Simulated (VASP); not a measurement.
# Si2N (I4/mmm) in VASP: equation of state

Aim: energy against volume of Si2N in PBE, for its equilibrium volume and stiffness.

Everything below comes from runs of VASP 6.6.1. Logs are shortened: lines on timing, memory, paths and dates and some standing lists are left out, and cuts for length are marked.

**1. The crystal as given**

It takes space group I4/mmm (No. 139, tetragonal). The conventional cell has a = 4.091 Å, b = 4.091 Å, c = 4.797 Å, α = 90.00°, β = 90.00°, γ = 90.00°. Si (site symmetry -4m2) has 4 N at 2.37 Å and 2 Si at 2.40 Å as nearest neighbours. N (site symmetry 4/mmm) has 8 Si at 2.37 Å as nearest neighbours.

The cell was built by a generator and needn't be a form met in nature.

**2. Equation of state, PBE, 12.58 Å³/atom (volume scaled by 0.94)**

Contents of INCAR:

```
SYSTEM = Si2N
  PREC = Accurate
  ENCUT = 520
  EDIFF = 1E-7
  ISMEAR = -1
  SIGMA = 0.05
  LREAL = .FALSE.
  LASPH = .TRUE.
  NELM = 80
  ALGO = Normal
  ISIF = 2
  LWAVE = .FALSE.
  LCHARG = .FALSE.
  GGA = PE
  NBANDS = 14
```

Contents of KPOINTS:

```
regular mesh
0
G
  9 9 9
  0 0 0
```

Contents of POSCAR:

```
Si2N
1.0
   -2.0038021605      2.0038021605      2.3494099356
    2.0038021605     -2.0038021605      2.3494099356
    2.0038021605      2.0038021605     -2.3494099356
Si N
2 1
Direct
    0.7500000000      0.2500000000      0.5000000000
    0.2500000000      0.7500000000      0.5000000000
    0.0000000000      0.0000000000      0.0000000000
```

Potentials or basis: VASP PAW PBE potentials, release 64 (Si, N).

Run with:

```sh
cat potpaw_PBE.64/Si/POTCAR potpaw_PBE.64/N/POTCAR > POTCAR
mpirun -np 1 vasp_std > vasp.out
```

OUTCAR:

```text
SYSTEM = Si2N
   PREC = Accurate
   ENCUT = 520
   EDIFF = 1E-7
   ISMEAR = -1
   LREAL = .FALSE.
   LASPH = .TRUE.
   NELM = 80
   ISIF = 2
   GGA = PE

 Found     75 irreducible k-points:

 Following reciprocal coordinates:
            Coordinates               Weight
  0.000000  0.000000  0.000000      1.000000
  0.111111  0.000000  0.000000      8.000000
  0.222222  0.000000  0.000000      8.000000
  0.333333  0.000000  0.000000      8.000000
  0.444444  0.000000  0.000000      8.000000
  0.111111  0.111111  0.000000      8.000000
   k-points           NKPTS =     75   k-points in BZ     NKDIM =     75   number of bands    NBANDS=     14
   number of dos      NEDOS =    301   number of ions     NIONS =      3
   total plane-waves  NPLWV =  21952
   dimension x,y,z NGX =    28 NGY =   28 NGZ =   28
   dimension x,y,z NGXF=    56 NGYF=   56 NGZF=   56
   ions per type =               2   1
   NGX,Y,Z   is equivalent  to a cutoff of  12.65, 12.65, 12.65 a.u.
   NGXF,Y,Z  is equivalent  to a cutoff of  25.29, 25.29, 25.29 a.u.
 SYSTEM =  Si2N
   PREC   = accura    normal or accurate (medium, high low for compatibility)
   ISTART =      0    job   : 0-new  1-cont  2-samecut
   ICHARG =      2    charge: 1-file 2-atom 10-const
   ISPIN  =      1    spin polarized calculation?
   LNONCOLLINEAR =      F non collinear calculations
   LSORBIT =      F    spin-orbit coupling
   LASPH  =      T    aspherical Exc in radial PAW
   ENCUT  =  520.0 eV  38.22 Ry    6.18 a.u.   6.84  6.84  6.84*2*pi/ulx,y,z
   NELM   =     80;   NELMIN=  2; NELMDL= -5     # of ELM steps
   EDIFF  = 0.1E-06   stopping-criterion for ELM
   LREAL  =      F    real-space projection
   EDIFFG = 0.1E-05   stopping-criterion for IOM
   NSW    =      0    number of steps for IOM
   IBRION =     -1    ionic relax: 0-MD 1-quasi-New 2-CG
   NFREE  =      0    steps in history (QN), initial steepest desc. (CG)
   ISIF   =      2    stress and relaxation
   ISYM   =      2    0-nonsym 1-usesym 2-fastsym
   POTIM  = 0.5000    time-step for ionic-motion
   TEBEG  =    0.0;   TEEND  =   0.0 temperature during run
   PSTRESS=    0.0 pullay stress
   NELECT =      13.0000    total number of electrons
   NUPDOWN=      -1.0000    fix difference up-down
   EMIN   =  10.00;   EMAX   =-10.00  energy-range for DOS
   EFERMI =   0.00;   METHOD = LEGACY
   ISMEAR =    -1;   SIGMA  =   0.05  broadening in eV -4-tet -1-fermi 0-gaus
   EFERMI_NEDOS =   21; number of points for ismear=-14 and -15
   IALGO  =     38    algorithm
   IMIX   =      4    mixing-type and parameters
     AMIX     =   0.40;   BMIX     =  1.00
     AMIX_MAG =   1.60;   BMIX_MAG =  1.00
  volume/ion in A,a.u.               =      12.58        84.88
  Fermi-wavevector in a.u.,A,eV,Ry     =   1.147660  2.168762 17.920543  1.317123
  Thomas-Fermi vector in A             =   2.284338
   LORBIT       =      0    0 simple, 1 ext, 2 COOP (PROOUT), +10 PAW based schemes
   GGA     = PE    functional components
   LHFCALC =     F    Hartree Fock is set to
   AEXX    =    0.0000 exact exchange contribution
   IVDW    =     0    specifies the selected vdW correction
   LEPSILON=     F    determine dielectric tensor
   LRPA    =     F    only Hartree local field effects (RPA)
 non-spin polarized calculation
  energy-cutoff  :      520.00
  volume of cell :       37.73
 maximum number of plane-waves:      1033
   NGX = 13   NGY = 13   NGZ = 13

 number of electron      12.9999999 magnetization

 Free energy of the ion-electron system (eV)
  ---------------------------------------------------
  ext. energy  EPLUGINS =         0.00000000
  ---------------------------------------------------
  free energy    TOTEN  =       -14.98579164 eV

  energy without entropy =      -14.97197319  energy(sigma->0) =      -14.97888241

 E-fermi :   8.8472     XC(G=0): -11.1485

 val. band max:        8.8228645734   @ k =  -0.3333  -0.4444   0.2222
 cond. band min:       8.8975787334   @ k =  -0.2222   0.4444   0.2222
 fundamental gap:      0.0747141600
 Fermi energy:         8.8471725276

 k-point     1 :       0.0000    0.0000    0.0000
  band No.  band energies     occupation
      1      -8.3977      2.00000
      2       1.6802      2.00000
      3       4.4174      2.00000
      4       4.4174      2.00000
      5       5.2330      2.00000
      6       6.5339      2.00000
      7       9.2625      0.00049
      8       9.2625      0.00049
      9       9.9809      0.00000
     10      12.6487      0.00000
     11      12.6487      0.00000
     12      13.6922      0.00000
     13      15.3467      0.00000
     14      18.8076      0.00000

 k-point     2 :       0.1111    0.0000    0.0000
  band No.  band energies     occupation
      1      -8.2716      2.00000
      2       1.2090      2.00000
      3       4.2396      2.00000
      4       4.3372      2.00000
      5       5.1139      2.00000
      6       6.5423      2.00000
      7       8.9040      0.48590
      8       9.3094      0.00019
      9      11.1471      0.00000
     10      12.0788      0.00000
     11      12.5562      0.00000
     12      15.0059      0.00000
     13      15.7946      0.00000
     14      18.3390      0.00000

 k-point     3 :       0.2222    0.0000    0.0000
  band No.  band energies     occupation
      1      -7.9173      2.00000
      2       0.1778      2.00000
      3       3.7327      2.00000
      4       3.8586      2.00000
      5       4.7405      2.00000
      6       7.2135      2.00000
      7       9.0348      0.04586
      8       9.4332      0.00002
      9      11.2779      0.00000
     10      12.3671      0.00000
     11      13.5432      0.00000
     12      15.8435      0.00000
     13      17.1463      0.00000
     14      18.5624      0.00000

 k-point     4 :       0.3333    0.0000    0.0000
  band No.  band energies     occupation
      1      -7.4266      2.00000
      2      -0.9444      2.00000
      3       3.0263      2.00000
      4       3.5041      2.00000
      5       4.4570      2.00000
      6       8.3250      1.99994
      7       8.5435      1.99541
      8      10.1329      0.00000
      9      11.1964      0.00000
     10      13.4422      0.00000
     11      13.5592      0.00000
     12      15.7922      0.00000
     13      18.7388      0.00000
     14      19.4792      0.00000

 k-point     5 :       0.4444    0.0000    0.0000
  band No.  band energies     occupation
      1      -7.0218      2.00000
      2      -1.7221      2.00000
      3       2.6411      2.00000
      4       3.3031      2.00000
      5       4.3145      2.00000
      6       8.2378      1.99999
      7       9.4158      0.00002
      8      10.1432      0.00000
      9      11.3390      0.00000
     10      13.5303      0.00000
     11      14.3825      0.00000
     12      14.9594      0.00000
     13      19.3193      0.00000
     14      20.5213      0.00000

 k-point     6 :       0.1111    0.1111    0.0000
  band No.  band energies     occupation
      1      -8.0530      2.00000
      2       0.6941      2.00000
      3       3.1625      2.00000
      4       4.5667      2.00000
      5       5.2945      2.00000
      6       6.2051      2.00000
      7       9.0711      0.02244
      8       9.4390      0.00001
      9      11.9347      0.00000
     10      12.0166      0.00000
     11      14.4070      0.00000
     12      14.5127      0.00000
     13      15.8514      0.00000
     14      18.4603      0.00000

 [... further k-points ...]

------------------------ aborting loop because EDIFF is reached ----------------------------------------

  FORCE on cell =-STRESS in cart. coord.  units (eV):
  Direction    XX          YY          ZZ          XY          YZ          ZX
  --------------------------------------------------------------------------------------
  -------------------------------------------------------------------------------------
  Total        1.3605981      1.3605981      1.9434260      0.0000000     -0.0000000      0.0000000
  in kB       57.7712774     57.7712774     82.5182713      0.0000000     -0.0000000      0.0000000
  external PRESSURE =      66.0202753 kB  Pullay stress =       0.0000000 kB

 VOLUME and BASIS-vectors are now :
 -----------------------------------------------------------------------------
  energy-cutoff  :      520.00
  volume of cell :       37.73
      direct lattice vectors                 reciprocal lattice vectors
    -2.003802160  2.003802160  2.349409936     0.000000000  0.249525632  0.212819395
     2.003802160 -2.003802160  2.349409936     0.249525632  0.000000000  0.212819395
     2.003802160  2.003802160 -2.349409936     0.249525632  0.249525632  0.000000000

 POSITION                                       TOTAL-FORCE (eV/Angst)
 -----------------------------------------------------------------------------------
     -0.00000      2.00380      1.17470        -0.000000     -0.000000     -0.000000
      2.00380     -0.00000      1.17470        -0.000000      0.000000      0.000000
      0.00000      0.00000      0.00000         0.000000      0.000000      0.000000
 -----------------------------------------------------------------------------------
    total drift:                               -0.000000     -0.000000      0.000000

  FREE ENERGIE OF THE ION-ELECTRON SYSTEM (eV)
  ---------------------------------------------------
  free  energy   TOTEN  =       -14.9857916376 eV

  energy  without entropy=      -14.9719731907  energy(sigma->0) =      -14.97888241
```

It took 16 s on 1 thread of Intel Xeon 6975P-C (Granite Rapids), shared host; peak memory 0.17 GiB.

Results:

```
Free energy            : -14.9858 eV
Pressure               : 6.6 GPa
Band gap on the k mesh : none (metal or under the smearing width)
```

**3. Equation of state, PBE, 12.85 Å³/atom (volume scaled by 0.96)**

Contents of INCAR:

```
ALGO     = Normal         # electronic algorithm
EDIFF    = 1E-7           # SCF threshold, eV
ENCUT    = 520            # plane-wave cutoff, eV
GGA      = PE             # functional
ISIF     = 2              # what is computed and relaxed
ISMEAR   = -1             # smearing method
LASPH    = True           # aspherical terms in the spheres
LCHARG   = False          # write CHGCAR
LREAL    = False          # projectors in reciprocal space
LWAVE    = False          # write WAVECAR
NBANDS   = 14             # bands
NELM     = 100            # most SCF steps
PREC     = Accurate       # precision mode
SIGMA    = 0.05           # smearing width, eV
```

Contents of KPOINTS:

```
k-points
0
Gamma
  9 9 9
```

Contents of POSCAR:

```
Si2N
1.0
   -2.0179139083      2.0179139083      2.3659556211
    2.0179139083     -2.0179139083      2.3659556211
    2.0179139083      2.0179139083     -2.3659556211
Si N
2 1
Direct
    0.7500000000      0.2500000000      0.5000000000
    0.2500000000      0.7500000000      0.5000000000
    0.0000000000      0.0000000000      0.0000000000
```

Potentials or basis: VASP PAW PBE potentials, release 64 (Si, N).

Run with:

```sh
cat potpaw_PBE.64/Si/POTCAR potpaw_PBE.64/N/POTCAR > POTCAR
mpirun -np 1 vasp_std > vasp.out
```

Wall time 17 s (1 thread of Intel Xeon 6975P-C (Granite Rapids), shared host); peak memory 0.17 GiB.

The run converged. Its results:

- Free energy: -15.0132 eV
- Pressure: 4.3 GPa
- Band gap on the k mesh: none (metal or under the smearing width)

[end of part 1 of 2]
